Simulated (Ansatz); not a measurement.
Input of an Ansatz 0.2.0 run:

File input.yaml:

```yaml
crystal:
  lattice:
    - [3.653659, 0.0, 0.0]
    - [0.0, 3.653659, 0.0]
    - [0.0, 0.0, 3.653659]
  atoms:
    - { symbol: Pb, position: [0.0, 0.0, 0.0] }
    - { symbol: S, position: [0.5, 0.5, 0.5] }
hamiltonian:
  xc: r2scan
  pseudopotentials: { kind: paw }
  dispersion: d4
kpoints:
  mp_grid: { grid: [7, 7, 7] }
scf:
  occupations: { method: fermi_dirac, width: 0.05 }
output:
  forces: true
  stress: true
  eigenvalues: true
relax:
  f_tol: 0.01
  max_steps: 40
  cell: { stress_tol: 0.05 }
```

Potentials or basis: Ansatz PAW.

The run is started by

```bash
$ ansatz run input.yaml --threads 2 --pin off --max-ram 5632MiB --backend cpu --events-out ev --progress --plain --runs-dir out
```

Problem. Predict the relaxed volume.

Solution. 23.78 Å³/atom.

Problem. Predict the space group after relaxing (to 0.05 Å).

Solution. Pm-3m (No. 221).

Problem. Predict the band gap on the k mesh.

Solution. 0.26 eV, indirect (least direct gap 1.67 eV).

Problem. Predict the relaxed cell.

Solution. a = 3.623 Å, b = 3.623 Å, c = 3.623 Å, α = 90.00°, β = 90.00°, γ = 90.00°.

Step by step:
```tsv
step	energy change (eV)	largest force (eV/Å)	volume (Å³)
1	0.0000	0.0000	48.77
2	-0.0052	0.0000	47.10
3	-0.0060	0.0000	47.57
4	-0.0059	0.0000	47.57
```

Caveat: odd divisions of the mesh miss points on the zone boundary, where band edges often lie, so the gap on the mesh can be too wide; the plane-wave basis is chosen anew once the cell has moved, so the energies of steps on either side of that aren't comparable; spin-orbit coupling is left out, which as a rule narrows the gap of such compounds by several tenths of an eV; the PAW data sets come from PBE, with cores solved anew for the run's functional, which leaves a small shift of forces and pressure. A k mesh can miss the band edges.
